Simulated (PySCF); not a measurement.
Geometry:
```json
{"atom": "C1", "x (Å)": "-2.191", "y (Å)": "0.089", "z (Å)": "0.369"}
{"atom": "C2", "x (Å)": "-0.861", "y (Å)": "0.008", "z (Å)": "-0.364"}
{"atom": "C3", "x (Å)": "0.338", "y (Å)": "0.007", "z (Å)": "0.571"}
{"atom": "C4", "x (Å)": "1.666", "y (Å)": "-0.076", "z (Å)": "-0.150"}
{"atom": "O5", "x (Å)": "2.695", "y (Å)": "-0.053", "z (Å)": "0.803"}
{"atom": "H6", "x (Å)": "-2.321", "y (Å)": "-0.766", "z (Å)": "1.052"}
{"atom": "H7", "x (Å)": "-3.041", "y (Å)": "0.089", "z (Å)": "-0.331"}
{"atom": "H8", "x (Å)": "-2.257", "y (Å)": "1.006", "z (Å)": "0.975"}
{"atom": "H9", "x (Å)": "-0.776", "y (Å)": "0.855", "z (Å)": "-1.069"}
{"atom": "H10", "x (Å)": "-0.839", "y (Å)": "-0.903", "z (Å)": "-0.988"}
{"atom": "H11", "x (Å)": "0.339", "y (Å)": "0.918", "z (Å)": "1.194"}
{"atom": "H12", "x (Å)": "0.273", "y (Å)": "-0.842", "z (Å)": "1.273"}
{"atom": "H13", "x (Å)": "1.748", "y (Å)": "0.772", "z (Å)": "-0.863"}
{"atom": "H14", "x (Å)": "1.692", "y (Å)": "-1.004", "z (Å)": "-0.758"}
{"atom": "H15", "x (Å)": "3.537", "y (Å)": "-0.100", "z (Å)": "0.342"}
```

Geometry: PBE0-D3(BJ)/def2-SVP; GIAO absolute shieldings from PySCF 2.14, gas phase, non-relativistic, averaged over equivalent atoms.

At PBE0/6-31G (65 basis functions, 3.7 s wall time on 1 thread of an Arm Neoverse V2, shared host):
```tsv
atoms	σ (ppm)
C4	137.3
C3	164.9
C2	179.1
C1	183.0
O5	300.2
H13/H14	28.92
H11/H12	30.71
H9/H10	31.33
H6/H7/H8	31.47
H15	33.18
```

Predict the values at PBE0/IGLO-III on the same geometry.

Answers


```tsv
atoms	σ at PBE0/IGLO-III	change
C4	115.7	-21.6
C3	145.5	-19.4
C2	161.0	-18.1
C1	167.3	-15.7
O5	298.5	-1.7
H13/H14	27.73	-1.19
H11/H12	29.85	-0.86
H9/H10	30.21	-1.12
H6/H7/H8	30.40	-1.07
H15	31.38	-1.80
```

The largest change is at C4 (sp3 CH2 bonded to O). Cost: 275 basis functions, 23 s wall time on 1 thread of an x86-64 server CPU, shared host. The order of the carbon signals is the same at both levels.
